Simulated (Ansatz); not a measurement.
# Si4HC4: the cost of one run

Computed with Ansatz 0.2.0 (DFT PBE, scalar-relativistic, plane waves, PAW, unless a step's input says otherwise).

## 1. The starting structure

Symmetry: P1, No. 1, triclinic system. The conventional cell has a = 3.092 Å, b = 5.074 Å, c = 18.969 Å, α = 90.00°, β = 90.00°, γ = 90.00°. Around Si (site symmetry 1) lie 3 C at 1.89 to 1.91 Å. C (site symmetry 1) is surrounded by 3 Si at 1.89 to 1.91 Å. Si (site symmetry 1) has 4 C at 1.89 to 1.99 Å in its first shell of neighbours. Around C (site symmetry 1) lie 4 Si at 1.89 to 1.98 Å. Around Si (site symmetry 1) lie 4 C at 1.82 to 1.98 Å and 1 H at 2.08 Å. C (site symmetry 1) has 4 Si at 1.83 to 1.99 Å in its first shell of neighbours. Around Si (site symmetry 1) lie 3 C at 1.74 to 1.83 Å. Around C (site symmetry 1) lie 1 H at 1.10 Å and 3 Si at 1.74 to 1.82 Å. Only part of the 9 independent sites is listed.

As a file:

```
CELL_PARAMETERS angstrom
3.09201 0.00000 0.00000
0.00000 5.07382 0.00000
0.00000 0.00000 18.96869
ATOMIC_POSITIONS crystal
Si 0.00000 0.99544 0.21087
C 0.00000 0.61956 0.21087
Si 0.50000 0.49544 0.25793
C 0.50000 0.11956 0.25793
Si 0.50000 0.99367 0.35653
C 0.50000 0.62504 0.35690
Si 0.00000 0.46505 0.38534
C 0.00000 0.12382 0.39374
H 0.16667 0.12382 0.44497
```

This is the geometry of the first run shown, built on a cell relaxed beforehand with the same method.

## 2. What is varied

Atoms count from 1 in the order of the input.

H is moved over the surface cell; relaxed at each place: the height of the adsorbate's atoms; substrate rigid; the origin of the map has the adsorbate above C8.

First coordinate, position of H9 along the first surface vector, from above C8: 6 values from 0.000 to 0.833, periodic. Second coordinate, position of H9 along the second surface vector, from above C8: 6 values from 0.000 to 0.833, periodic.

Relaxed at each point: the height of the adsorbate's atoms; substrate rigid. Points are written as (first, second).

The two vectors of the plane (Å): (3.092, 0.000, 0.000); (0.000, 5.074, 0.000).

## 3. The run at (1/6, 0/6) of the map's two axes

Contents of input.yaml:

```yaml
crystal:
  lattice:
    - [3.0920147307, 0.0, 0.0]
    - [0.0, 5.073820934, 0.0]
    - [0.0, 0.0, 18.9686857191]
  atoms:
    - { symbol: Si, position: [0.0, 0.9954360513, 0.2108738612] }
    - { symbol: C, position: [0.0, 0.6195639487, 0.2108738612] }
    - { symbol: Si, position: [0.5, 0.4954360513, 0.2579297186] }
    - { symbol: C, position: [0.5, 0.1195639487, 0.2579297186] }
    - { symbol: Si, position: [0.5, 0.9936728499, 0.3565277206] }
    - { symbol: C, position: [0.5, 0.6250367811, 0.356900539] }
    - { symbol: Si, position: [0.0, 0.4650509319, 0.3853429995] }
    - { symbol: C, position: [0.0, 0.1238202602, 0.393737649] }
    - { symbol: H, position: [0.1666666667, 0.1238202602, 0.4449692498], spin: 1.0 }
basis:
  ecutwfc: 420
kpoints:
  mp_grid: { grid: [9, 5, 1] }
hamiltonian:
  xc: pbe
  pseudopotentials: { kind: paw, azcp: { folder: soft_1 } }
scf:
  occupations: { method: gaussian, width: 0.05 }
output:
  forces: true
  eigenvalues: true
  populations: true
magnetization:
  spin_polarized: true
relax:
  adjacent_minimum: "off"
  f_tol: 0.025
  max_steps: 16
  constraints: [{ sites: [0, 1, 2, 3, 4, 5, 6, 7] }, { sites: [8], fix: xy }]
efield:
  axis: 3
  dipole_correction: true
  ramp_width: 0.04
```

Command:

```sh
$ ansatz run input.yaml --threads 2 --pin off --max-ram 6144MiB --backend cpu --events-out ev --progress --plain --runs-dir out
```

What time and memory should one allow on 2 threads of AMD EPYC 9R45 (Zen 5), shared host?

About 35 s, with a peak of 0.73 GiB.
